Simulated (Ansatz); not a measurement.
# SrAgCl3 (model cell, started as cubic perovskite with Sr in the octahedra): phonons and vibrational spectra, part 2 of 3

Task: relax SrAgCl3 (model cell, started as cubic perovskite with Sr in the octahedra), then find its harmonic phonons.

Ansatz 0.2.0; DFT PBEsol, scalar-relativistic, plane waves, PAW; PAW set soft_1.

So far. Step 4 (Relaxing to small forces for the phonons, k-mesh 4×4×4): The forces vanish by symmetry and the pressure is -0.009 GPa, within the tolerances set. The cell now holds 33.33 Å³/atom.

The structure was built from a prototype and need not be the compound's stable phase.

### 5. A first phonon run

The phonons are first tried on the mesh that the gap suggested.

The input, input.yaml:

```yaml
crystal:
  lattice:
    - [5.5032341268, 0.0, 0.0]
    - [0.0, 5.5032341268, 0.0]
    - [0.0, 0.0, 5.5032341268]
  atoms:
    - { symbol: Ag, position: [0.0, 0.0, 0.0] }
    - { symbol: Sr, position: [0.5, 0.5, 0.5] }
    - { symbol: Cl, position: [0.5, 0.5, 0.0] }
    - { symbol: Cl, position: [0.5, 0.0, 0.5] }
    - { symbol: Cl, position: [0.0, 0.5, 0.5] }
kpoints:
  mp_grid: { grid: [4, 4, 4] }
hamiltonian:
  xc: pbesol
  pseudopotentials: { kind: paw, azcp: { folder: soft_1 }, xc_functional: pbe }
scf:
  occupations: { method: fixed }
output:
  eigenvalues: true
phonons:
  method: dfpt
  dielectric: true
  rigid_motions: translations
```

The run is started by

```
$ ansatz run input.yaml --threads 4 --pin off --max-ram 16384MiB --backend cpu --events-out ev --progress --plain --runs-dir out
```

Numbers of over 12 decimals in the logs are rounded to 6 here.

Output:

```text
[...]
Crystal: 5 atoms, lattice volume = 166.669 Å³
Basis set: ecut = 420 eV, 3239 PW (Γ), exchange–correlation on 80×80×80 points (8 copies of the dense FFT grid, shifted against one another)
Bands: 30, of which v1, the nominal top of the filled ones, is band 25 counted from 1 (24 counted from 0)
Symmetry: 48 space group operations
k-points: 30 of 64 (irreducible under 2 space group operations, time reversal used)
[...]
optical modes at Γ + LO–TO along q̂ = [1.0000, 0.0000, 0.0000]:
      ω (cm⁻¹)  modes    IR ((D/Å)²/amu)
[...]
optical modes at Γ + LO–TO along q̂ = [0.0000, 1.0000, 0.0000]:
      ω (cm⁻¹)  modes    IR ((D/Å)²/amu)
[...]
optical modes at Γ + LO–TO along q̂ = [0.0000, 0.0000, 1.0000]:
      ω (cm⁻¹)  modes    IR ((D/Å)²/amu)
[...]
53.29      2             0.6473
         71.89      1             0.9340
        278.79      2             7.0674
        304.43      1             4.2773
[key lines of the parts left out:]
SCF converged after 11 iterations
Free energy (F): -14202.741295 eV
Fermi energy:    1.567020 eV
```

Wall time 39 s (4 threads of Arm Neoverse V1, shared host); peak memory 0.97 GiB; 2.4 min of CPU time.

Numbers from this step:

```yaml
sum_rule_residual_before_enforcement: 2.15e-4 eV/Å²
miss_of_the_charge_sum_rule: 0.001262 e
estimated_error_of_the_dielectric_tensor: 0.008423
estimated_error_of_the_born_charges: 0.02182 e
point_group: m-3m
highest_optical_mode_at_the_zone_centre_no_lo_to_term: 278.8 cm⁻¹
lowest_optical_zone_centre_mode: -88.45 cm⁻¹
mean_high_frequency_dielectric_constant: 3.355
largest_born_charge_third_of_the_trace: 2.356 e
top_of_the_zone_centre_spectrum_with_the_field: 304.4 cm⁻¹
```

The highest optical mode at Γ without the field comes at 278.8 cm⁻¹, but the log warns of the mesh: “the force constants stand on the 4×4×4 k-mesh, whose period is 12.91 times the interband length at k = (0.0000, 0.0000, 0.0000), direct gap 1.544 eV, under 14: take them and everything formed from them as unconverged”.

### 6. Tight relaxation, k-mesh 6×6×6

The k mesh is raised to 6×6×6 since a zone-centre run on the first mesh warned that it was too coarse for the force constants, and the cell is relaxed again on it.

input.yaml, the sections that differ from step 5:

```yaml
kpoints:
  mp_grid: { grid: [6, 6, 6] }
output:
  forces: true
  stress: true
  eigenvalues: true
  write_density: true
  write_potential: true
  elf: true
  volumetric_format: npy
relax:
  adjacent_minimum: "off"
  f_tol: 0.001
  max_steps: 60
  cell: { stress_tol: 0.01 }
# crystal, hamiltonian, scf: as in step 5
# phonons: removed
```

Output:

```text
[...]
Crystal: 5 atoms, lattice volume = 166.669 Å³
Basis set: ecut = 420 eV, 3239 PW (Γ), exchange–correlation on 80×80×80 points (8 copies of the dense FFT grid, shifted against one another)
Bands: 30, of which v1, the nominal top of the filled ones, is band 25 counted from 1 (24 counted from 0)
Symmetry: 48 space group operations
[...]
k-points: 20 of 216
[...]
--- Relaxed structure (2 steps of the walk, 2 accepted, 1 SCFs on fresh bases) ---
[...]
cell:  # Å, volume = 166.6144 Å³
    - [5.502636, 0, 0.0]
    - [0, 5.502636, 0]
    - [0.0, 0, 5.502636]
  atoms:
    - { symbol: Ag, position: [0, 0, 0] }
    - { symbol: Sr, position: [0.5, 0.5, 0.5] }
    - { symbol: Cl, position: [0.5, 0.5, 0] }
    - { symbol: Cl, position: [0.5, 0, 0.5] }
    - { symbol: Cl, position: [0, 0.5, 0.5] }
[key lines of the parts left out:]
SCF converged after 6 iterations
Free energy (F): -14202.742204 eV
Fermi energy:    1.568986 eV
P = ⅓ Tr σ = -0.0051 GPa (-0.051 kbar)
```

The job ended after 6.5 s (4 threads; peak memory 0.5 GiB).

Little changed from the start: no atom moved by 0.005 Å and no cell edge by 0.1 %.

Numbers from this step:

```yaml
pressure: -0.005119 GPa
gap_on_the_k_mesh: 1.310 eV
volume_per_atom: 33.32 Å³
direct_gap_on_mesh: 1.545 eV
```

The forces vanish by symmetry and the pressure is -0.005 GPa, within the tolerances set. The cell now holds 33.32 Å³/atom.

### 7. Modes at Γ

The zone centre comes first: it holds the modes that light can see, as far as symmetry allows. The response to a homogeneous field gives the Born charges and the dielectric tensor.

input.yaml, the sections that differ from step 6:

```yaml
crystal:
  lattice:
    - [5.5026364874, 0.0, 0.0]
    - [0.0, 5.5026364874, 0.0]
    - [0.0, 0.0, 5.5026364874]
  atoms:
    - { symbol: Ag, position: [0.0, 0.0, 0.0] }
    - { symbol: Sr, position: [0.5, 0.5, 0.5] }
    - { symbol: Cl, position: [0.5, 0.5, 0.0] }
    - { symbol: Cl, position: [0.5, 0.0, 0.5] }
    - { symbol: Cl, position: [0.0, 0.5, 0.5] }
output:
  eigenvalues: true
phonons:
  method: dfpt
  dielectric: true
  rigid_motions: translations
# kpoints, hamiltonian, scf: as in step 6
# relax: removed
```

Output:

```text
[...]
Crystal: 5 atoms, lattice volume = 166.614 Å³
Basis set: ecut = 420 eV, 3239 PW (Γ), exchange–correlation on 80×80×80 points (8 copies of the dense FFT grid, shifted against one another)
Bands: 30, of which v1, the nominal top of the filled ones, is band 25 counted from 1 (24 counted from 0)
Symmetry: 48 space group operations
k-points: 80 of 216 (irreducible under 2 space group operations, time reversal used)
[...]
SCF iter   1: F=—  HF=-14205.076656 eV  |F-HF|=—  |Δ(HF+E_count)|=         —  Δρ=4.61e-2  dr2=5.76e0  ethr=3.10e-3  ⟨swp⟩=7.0  Hψ=11628  notcnv=0  defer=186
[...]
SCF iter  11: F=-14202.742204 eV  HF=-14202.742204 eV  |F-HF|=4.00e-11  |Δ(HF+E_count)|=  9.08e-10  Δρ=1.03e-7  dr2=2.18e-11  ethr=1.00e-12  ⟨swp⟩=17.7  Hψ=20155  notcnv=0
SCF 1 converged in 11 iterations: F = -14202.742204 eV  dr2 = 2.18e-11
[...]
Bands: 26, of which v1, the nominal top of the filled ones, is band 25 counted from 1 (24 counted from 0)
k-points: 10 of 216
[...]
Eigensolver: Dense (10 Hₖ)
SCF iter   1: F=—  HF=-14202.719269 eV  |F-HF|=—  |Δ(HF+E_count)|=         —  Δρ=1.93e-4  dr2=9.26e-6  ethr=1.00e-1
[...]
SCF iter   4: F=-14202.719282 eV  HF=-14202.719282 eV  |F-HF|=6.13e-10  |Δ(HF+E_count)|=   3.59e-8  Δρ=2.66e-6  dr2=1.53e-8  ethr=3.27e-10
SCF 1 converged in 4 iterations: F = -14202.719282 eV  dr2 = 1.53e-8
[...]
SCF converged after 11 iterations
Free energy (F): -14202.742204 eV
[...]
Internal energy: -14202.742204 eV  (E = F + TS)
E sigma→0 (E₀):  -14202.742204 eV
Fermi energy:    1.568985 eV
[...]
--- Band table (eV; the first three rows and the last of 80) ---
  k-point 0: bands = [... 21 lower, 1.0877, 1.3344, 1.3344, 1.3344, 2.8792, 7.7202, 7.7202, 7.7202, ... 1 higher]
  k-point 1: bands = [... 21 lower, 1.0491, 1.0811, 1.3105, 1.3105, 3.1422, 7.7431, 7.9085, 7.9085, ... 1 higher]
  k-point 2: bands = [... 21 lower, 0.9120, 1.0685, 1.2970, 1.2970, 3.6572, 7.2059, 7.7908, 8.1712, ... 1 higher]
  k-point 79: bands = [... 21 lower, 0.0977, 1.5557, 1.5557, 1.5557, 3.3294, 8.6806, 8.6806, 8.6806, ... 1 higher]
[...]
ASR residual: 2.239e-4 → 0.000e0 eV/Å²; symmetrization residual: 5.490e-6 eV/Å²
  ASR residual per site (eV/Å²): 6.99e-5 2.24e-4 1.15e-4 1.15e-4 1.15e-4
[...]
ε∞ (high-frequency dielectric tensor):
        3.356122     0.000000     0.000000
        0.000000     3.356122     0.000000
        0.000000     0.000000     3.356122
[...]
Born effective charges Z* (e; rows j = field, columns β = displacement):
    site 0:
         1.74304   -0.00000    0.00000
        -0.00000    1.74304    0.00000
         0.00000    0.00000    1.74304
    site 1:
         2.35606   -0.00000   -0.00000
        -0.00000    2.35606    0.00000
        -0.00000    0.00000    2.35606
    site 2:
        -1.07390   -0.00000   -0.00000
        -0.00000   -1.07390    0.00000
        -0.00000    0.00000   -1.95130
    site 3:
        -1.07390    0.00000   -0.00000
         0.00000   -1.95130    0.00000
        -0.00000    0.00000   -1.07390
    site 4:
        -1.95130    0.00000    0.00000
         0.00000   -1.07390    0.00000
        -0.00000    0.00000   -1.07390
  Z* charge neutrality: 9.895e-4 e pre-enforcement
[...]
optical modes at Γ without the LO–TO term, one row a degenerate level:
      ω (cm⁻¹)  modes    IR ((D/Å)²/amu)
        -88.41      3             6.6937
        -81.84      3             0.0000
         53.42      3             0.9733
        279.02      3            10.6043
  optical modes at Γ + LO–TO along q̂ = [1.0000, 0.0000, 0.0000]:
      ω (cm⁻¹)  modes    IR ((D/Å)²/amu)
        -88.41      2             4.4625
        -81.84      3             0.0000
        -43.24      1             0.8791
         53.42      2             0.6489
         72.00      1             0.9340
        279.02      2             7.0695
        304.64      1             4.2773
  optical modes at Γ + LO–TO along q̂ = [0.0000, 1.0000, 0.0000]:
      ω (cm⁻¹)  modes    IR ((D/Å)²/amu)
        -88.41      2             4.4625
        -81.84      3             0.0000
        -43.24      1             0.8791
         53.42      2             0.6489
         72.00      1             0.9340
        279.02      2             7.0695
        304.64      1             4.2773
  optical modes at Γ + LO–TO along q̂ = [0.0000, 0.0000, 1.0000]:
      ω (cm⁻¹)  modes    IR ((D/Å)²/amu)
        -88.41      2             4.4625
        -81.84      3             0.0000
        -43.24      1             0.8791
         53.42      2             0.6489
         72.00      1             0.9340
        279.02      2             7.0695
        304.64      1             4.2773
```

It took 82 s on 4 threads; peak memory 1.7 GiB.

Numbers from this step:

```
sum-rule residual before enforcement                    : 2.24e-4 eV/Å²
miss of the charge sum rule                             : 9.90e-4 e
estimated error of the dielectric tensor                : 0.007598
estimated error of the Born charges                     : 0.02178 e
highest optical mode at the zone centre (no LO-TO term) : 279.0 cm⁻¹
lowest optical zone-centre mode                         : -88.41 cm⁻¹
mean high-frequency dielectric constant                 : 3.356
top of the zone-centre spectrum with the field          : 304.6 cm⁻¹
```

Without the LO-TO term. Patterns of degenerate modes are one choice out of their space. The modes at Γ (shares of kinetic energy by element, %) (negative means imaginary):

| mode | frequency (cm⁻¹) | symmetry | Ag % | Sr % | Cl % |
| --- | --- | --- | --- | --- | --- |
| 1 | -88.4 | T1u | 47 | 0 | 52 |
| 2 | -88.4 | T1u | 47 | 0 | 52 |
| 3 | -88.4 | T1u | 47 | 0 | 52 |
| 4 | -81.8 | T2u | 0 | 0 | 100 |
| 5 | -81.8 | T2u | 0 | 0 | 100 |
| 6 | -81.8 | T2u | 0 | 0 | 100 |
| 7 | 0.0 | acoustic | 36 | 29 | 35 |
| 8 | 0.0 | acoustic | 36 | 29 | 35 |
| 9 | 0.0 | acoustic | 36 | 29 | 35 |
| 10 | 53.4 | T1u | 17 | 47 | 36 |
| 11 | 53.4 | T1u | 17 | 47 | 36 |
| 12 | 53.4 | T1u | 17 | 47 | 36 |
| 13 | 279.0 | T1u | 0 | 23 | 77 |
| 14 | 279.0 | T1u | 0 | 23 | 77 |
| 15 | 279.0 | T1u | 0 | 23 | 77 |

Displacements in mode 2 (-88.4 cm⁻¹), the largest set to 1:
```
Ag1  0.77 -0.24 -0.74
Sr2 -0.08  0.02  0.07
Cl3 -1.00  0.31  0.16
Cl4 -1.00  0.05  0.95
Cl5 -0.17  0.31  0.95
```

Displacements in mode 11 (53.4 cm⁻¹), the largest set to 1:
```
Ag1  0.15 -0.09 -0.54
Sr2 -0.29  0.16  1.00
Cl3  0.23 -0.13  0.77
Cl4  0.23  0.12 -0.80
Cl5 -0.22 -0.13 -0.80
```

Optical modes at the zone centre, without and with the macroscopic field of the longitudinal modes; each column is sorted by frequency, so a row need not hold one and the same mode. Modes with and without the field, by row:

| rank among optical modes | no field (cm⁻¹) | q along (1, 0, 0) (cm⁻¹) |
| --- | --- | --- |
| 1 | -88.4 | -88.4 |
| 2 | -88.4 | -88.4 |
| 3 | -88.4 | -81.8 |
| 4 | -81.8 | -81.8 |
| 5 | -81.8 | -81.8 |
| 6 | -81.8 | -43.2 |
| 7 | 53.4 | 53.4 |
| 8 | 53.4 | 53.4 |
| 9 | 53.4 | 72 |
| 10 | 279 | 279 |
| 11 | 279 | 279 |
| 12 | 279 | 304.6 |

Born charge (rows field, columns displacement) (e), principal values of the symmetric part by kind of site:

| atom | atoms with these values | low | middle | high | mean |
| --- | --- | --- | --- | --- | --- |
| Ag1 | 1 | 1.74 | 1.74 | 1.74 | 1.74 |
| Sr2 | 1 | 2.36 | 2.36 | 2.36 | 2.36 |
| Cl3 | 3 | -1.95 | -1.07 | -1.07 | -1.37 |

In full for Cl3:

```
-1.07  0.00  0.00
 0.00 -1.07  0.00
 0.00  0.00 -1.95
```

High-frequency dielectric tensor:

```
3.36 0.00 0.00
0.00 3.36 0.00
0.00 0.00 3.36
```

Transverse modes; imaginary modes are left out. Lines of the infrared spectrum (strongest = 100):

| position (cm⁻¹) | label | relative intensity |
| --- | --- | --- |
| 53 | T1u | 9.2 |
| 279 | T1u | 100 |

Before it was imposed, the acoustic sum rule was missed by 2.2e-4 eV/Å² and the charge sum rule by 9.9e-4 e. Small misses are needed for a sound result but don't prove that mesh and cutoff are converged. Against the first mesh the highest mode moved by +0.2 cm⁻¹. The lowest optical mode is imaginary, 88.4i cm⁻¹, so the energy falls along it.

(Part 2 of 3 ends here.)

[Logs are printed without paths, hosts, clocks, repeated set-up lines and the standing remarks that a program may print on its own settings, such as how far it seeks lower states.]

[Hosts, paths, dates, database ids (printed as entryN), source tags and the programs' standing remarks are cut or masked in the printed files.]
